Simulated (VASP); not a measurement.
# CsBr (Pm-3m) in VASP: a series of runs, part 2 of 2

VASP 6.6.1.

### 3 Single point, PBE (volume scaled by 0.94)

INCAR

```
PREC = Accurate
ENCUT = 520
EDIFF = 1E-7
ISMEAR = -1
SIGMA = 0.05
LREAL = F
LASPH = T
NELM = 100
ALGO = Fast
ISIF = 2
LWAVE = F
LCHARG = F
GGA = PE
NBANDS = 15
```

KPOINTS

```
Automatic mesh
0
Gamma
  6 6 6
```

POSCAR

```
CsBr
1.0
    4.2373194383      0.0000000000      0.0000000000
    0.0000000000      4.2373194383      0.0000000000
    0.0000000000      0.0000000000      4.2373194383
Cs Br
1 1
Direct
    0.0000000000      0.0000000000      0.0000000000
    0.5000000000      0.5000000000      0.5000000000
```

Potentials or basis: VASP PAW PBE potentials, release 64 (Cs_sv, Br).

Started as:

```bash
$ cat potpaw_PBE.64/Cs_sv/POTCAR potpaw_PBE.64/Br/POTCAR > POTCAR
$ mpirun -np 1 vasp_std > vasp.out
```

OUTCAR:

```text
PREC = Accurate
   ENCUT = 520
   EDIFF = 1E-7
   ISMEAR = -1
   LREAL = F
   LASPH = T
   NELM = 100
   ISIF = 2
   GGA = PE

 ion  position               nearest neighbor table
   1  0.000  0.000  0.000-
   2  0.500  0.500  0.500-

  LATTYP: Found a simple cubic cell.
 ALAT       =     4.2373194383

  Lattice vectors:

 A1 = (   4.2373194383,   0.0000000000,   0.0000000000)
 A2 = (   0.0000000000,   4.2373194383,   0.0000000000)
 A3 = (   0.0000000000,   0.0000000000,   4.2373194383)

Analysis of symmetry for initial positions (statically):
=====================================================================
 Subroutine PRICEL returns:
 Original cell was already a primitive cell.

 Routine SETGRP: Setting up the symmetry group for a
 simple cubic supercell.

 Subroutine GETGRP returns: Found 48 space group operations
 (whereof 48 operations were pure point group operations)
 out of a pool of 48 trial point group operations.

The static configuration has the point symmetry O_h .

Analysis of symmetry for dynamics (positions and initial velocities):
=====================================================================
 Subroutine PRICEL returns:
 Original cell was already a primitive cell.

 Routine SETGRP: Setting up the symmetry group for a
 simple cubic supercell.

 Subroutine GETGRP returns: Found 48 space group operations
 (whereof 48 operations were pure point group operations)
 out of a pool of 48 trial point group operations.

The dynamic configuration has the point symmetry O_h .

 Subroutine INISYM returns: Found 48 space group operations
 (whereof 48 operations are pure point group operations),
 and found     1 'primitive' translations

----------------------------------------------------------------------------------------

                                     Primitive cell

  volume of cell :      76.0805

  direct lattice vectors                    reciprocal lattice vectors
     4.237319438  0.000000000  0.000000000     0.235998257  0.000000000  0.000000000
     0.000000000  4.237319438  0.000000000     0.000000000  0.235998257  0.000000000
     0.000000000  0.000000000  4.237319438     0.000000000  0.000000000  0.235998257

  length of vectors
     4.237319438  4.237319438  4.237319438     0.235998257  0.235998257  0.235998257

  position of ions in fractional coordinates (direct lattice)
     0.000000000  0.000000000  0.000000000
     0.500000000  0.500000000  0.500000000

  ion indices of the primitive-cell ions
   primitive index   ion index
                 1           1
                 2           2

----------------------------------------------------------------------------------------

 KPOINTS: Automatic mesh

Automatic generation of k-mesh.
 Grid dimensions read from file:
 generate k-points for:    6    6    6

 Generating k-lattice:

  Cartesian coordinates                     Fractional coordinates (reciprocal lattice)
     0.039333043  0.000000000  0.000000000     0.166666667  0.000000000  0.000000000
     0.000000000  0.039333043  0.000000000     0.000000000  0.166666667  0.000000000
     0.000000000  0.000000000  0.039333043     0.000000000  0.000000000  0.166666667

  Length of vectors
     0.039333043  0.039333043  0.039333043

  Shift w.r.t. Gamma in fractional coordinates (k-lattice)
     0.000000000  0.000000000  0.000000000

 Subroutine IBZKPT returns following result:
 ===========================================

 Found     20 irreducible k-points:

 Following reciprocal coordinates:
            Coordinates               Weight
  0.000000  0.000000  0.000000      1.000000
  0.166667  0.000000  0.000000      6.000000
  0.333333  0.000000  0.000000      6.000000
  0.500000  0.000000  0.000000      3.000000
  0.166667  0.166667  0.000000     12.000000
  0.333333  0.166667  0.000000     24.000000
[... 12 lines left out ...]
  0.500000  0.500000  0.333333      6.000000
  0.500000  0.500000  0.500000      1.000000
   k-points           NKPTS =     20   k-points in BZ     NKDIM =     20   number of bands    NBANDS=     15
   number of dos      NEDOS =    301   number of ions     NIONS =      2
   total plane-waves  NPLWV =  32768
   dimension x,y,z NGX =    32 NGY =   32 NGZ =   32
   dimension x,y,z NGXF=    64 NGYF=   64 NGZF=   64
   ions per type =               1   1
   NGX,Y,Z   is equivalent  to a cutoff of  12.55, 12.55, 12.55 a.u.
   NGXF,Y,Z  is equivalent  to a cutoff of  25.11, 25.11, 25.11 a.u.
 SYSTEM =  unknown system
   PREC   = accura    normal or accurate (medium, high low for compatibility)
   ISTART =      0    job   : 0-new  1-cont  2-samecut
   ICHARG =      2    charge: 1-file 2-atom 10-const
   ISPIN  =      1    spin polarized calculation?
   LNONCOLLINEAR =      F non collinear calculations
   LSORBIT =      F    spin-orbit coupling
   LASPH  =      T    aspherical Exc in radial PAW
   ENCUT  =  520.0 eV  38.22 Ry    6.18 a.u.   7.88  7.88  7.88*2*pi/ulx,y,z
   NELM   =    100;   NELMIN=  2; NELMDL= -5     # of ELM steps
   EDIFF  = 0.1E-06   stopping-criterion for ELM
   LREAL  =      F    real-space projection
   EDIFFG = 0.1E-05   stopping-criterion for IOM
   NSW    =      0    number of steps for IOM
   IBRION =     -1    ionic relax: 0-MD 1-quasi-New 2-CG
   NFREE  =      0    steps in history (QN), initial steepest desc. (CG)
   ISIF   =      2    stress and relaxation
   ISYM   =      2    0-nonsym 1-usesym 2-fastsym
   POTIM  = 0.5000    time-step for ionic-motion
   TEBEG  =    0.0;   TEEND  =   0.0 temperature during run
   PSTRESS=    0.0 pullay stress
   NELECT =      16.0000    total number of electrons
   NUPDOWN=      -1.0000    fix difference up-down
   EMIN   =  10.00;   EMAX   =-10.00  energy-range for DOS
   EFERMI =   0.00;   METHOD = LEGACY
   ISMEAR =    -1;   SIGMA  =   0.05  broadening in eV -4-tet -1-fermi 0-gaus
   EFERMI_NEDOS =   21; number of points for ismear=-14 and -15
   IALGO  =     68    algorithm
   IMIX   =      4    mixing-type and parameters
     AMIX     =   0.40;   BMIX     =  1.00
     AMIX_MAG =   1.60;   BMIX_MAG =  1.00
  volume/ion in A,a.u.               =      38.04       256.71
  Fermi-wavevector in a.u.,A,eV,Ry     =   0.973547  1.839737 12.895519  0.947794
  Thomas-Fermi vector in A             =   2.103935
   LORBIT       =      0    0 simple, 1 ext, 2 COOP (PROOUT), +10 PAW based schemes
   GGA     = PE    functional components
   LHFCALC =     F    Hartree Fock is set to
   AEXX    =    0.0000 exact exchange contribution
   IVDW    =     0    specifies the selected vdW correction
   LEPSILON=     F    determine dielectric tensor
   LRPA    =     F    only Hartree local field effects (RPA)
 non-spin polarized calculation
 RMM-DIIS sequential band-by-band and
  energy-cutoff  :      520.00
  volume of cell :       76.08
 maximum number of plane-waves:      2103
 NGX is ok and might be reduce to    32
   NGX = 15   NGY = 15   NGZ = 15

 number of electron      15.9999996 magnetization

 Free energy of the ion-electron system (eV)
  ---------------------------------------------------
  ext. energy  EPLUGINS =         0.00000000
  ---------------------------------------------------
  free energy    TOTEN  =        -5.98082894 eV

  energy without entropy =       -5.98082894  energy(sigma->0) =       -5.98082894

 E-fermi :   1.0230     XC(G=0):  -8.2282

 val. band max:       -0.1144869001   @ k =   0.0000   0.0000   0.0000
 cond. band min:       4.5343717195   @ k =   0.0000   0.0000   0.0000
 fundamental gap:      4.6488586196
 Fermi energy:         1.0229700127

 k-point     1 :       0.0000    0.0000    0.0000
  band No.  band energies     occupation
      1     -19.8544      2.00000
      2     -12.5347      2.00000
      3      -6.4320      2.00000
      4      -6.4320      2.00000
      5      -6.4320      2.00000
      6      -0.1145      2.00000
      7      -0.1145      2.00000
      8      -0.1145      2.00000
      9       4.5344      0.00000
     10       4.7529      0.00000
     11       4.7529      0.00000
     12       9.1099      0.00000
     13       9.1099      0.00000
     14       9.1099      0.00000
[... 329 lines left out ...]
      2     -12.3391      2.00000
      3      -6.8713      2.00000
      4      -6.8713      2.00000
      5      -6.8713      2.00000
      6      -1.3891      2.00000
      7      -1.3891      2.00000
      8      -1.3891      2.00000
      9       8.3706      0.00000
     10       8.3706      0.00000
     11       8.3706      0.00000
     12       9.2333      0.00000
     13       9.2333      0.00000
     14       9.2333      0.00000
     15      11.4556      0.00000

------------------------ aborting loop because EDIFF is reached ----------------------------------------

  FORCE on cell =-STRESS in cart. coord.  units (eV):
  Direction    XX          YY          ZZ          XY          YZ          ZX
  --------------------------------------------------------------------------------------
  -------------------------------------------------------------------------------------
  Total        0.8365493      0.8365493      0.8365493     -0.0000000      0.0000000     -0.0000000
  in kB       17.6168602     17.6168602     17.6168602     -0.0000000      0.0000000     -0.0000000
  external PRESSURE =      17.6168602 kB  Pullay stress =       0.0000000 kB

 VOLUME and BASIS-vectors are now :
 -----------------------------------------------------------------------------
  energy-cutoff  :      520.00
  volume of cell :       76.08
      direct lattice vectors                 reciprocal lattice vectors
     4.237319438  0.000000000  0.000000000     0.235998257  0.000000000  0.000000000
     0.000000000  4.237319438  0.000000000     0.000000000  0.235998257  0.000000000
     0.000000000  0.000000000  4.237319438     0.000000000  0.000000000  0.235998257

 POSITION                                       TOTAL-FORCE (eV/Angst)
 -----------------------------------------------------------------------------------
      0.00000      0.00000      0.00000         0.000000      0.000000      0.000000
      2.11866      2.11866      2.11866         0.000000      0.000000      0.000000
 -----------------------------------------------------------------------------------
    total drift:                                0.000000      0.000000     -0.000000

  FREE ENERGIE OF THE ION-ELECTRON SYSTEM (eV)
  ---------------------------------------------------
  free  energy   TOTEN  =        -5.9808289366 eV

  energy  without entropy=       -5.9808289366  energy(sigma->0) =       -5.98082894
```

It took 27 s on 1 thread of AMD EPYC 7R13 (Zen 3), shared host; peak memory 0.15 GiB.

What came out:

```
Free energy            : -5.9808 eV
Pressure               : 1.8 GPa
Band gap on the k mesh : 4.65 eV, direct
```

Levels at points of the mesh, in eV from the valence-band top:
| k point | band 6 | band 7 | band 8 | band 9 | band 10 | band 11 |
| --- | --- | --- | --- | --- | --- | --- |
| (0.00, 0.00, 0.00) | 0.00 | 0.00 | 0.00 | 4.65 | 4.87 | 4.87 |
| (0.50, 0.00, 0.00) | -1.41 | -0.24 | -0.24 | 5.92 | 7.47 | 7.96 |
| (0.50, 0.50, 0.00) | -0.59 | -0.59 | -0.02 | 5.28 | 5.52 | 7.26 |
| (0.50, 0.50, 0.50) | -1.27 | -1.27 | -1.27 | 8.49 | 8.49 | 8.49 |

Caveat: spin-orbit coupling is left out, which moves the levels of the heavy elements. A k mesh can miss the band edges.
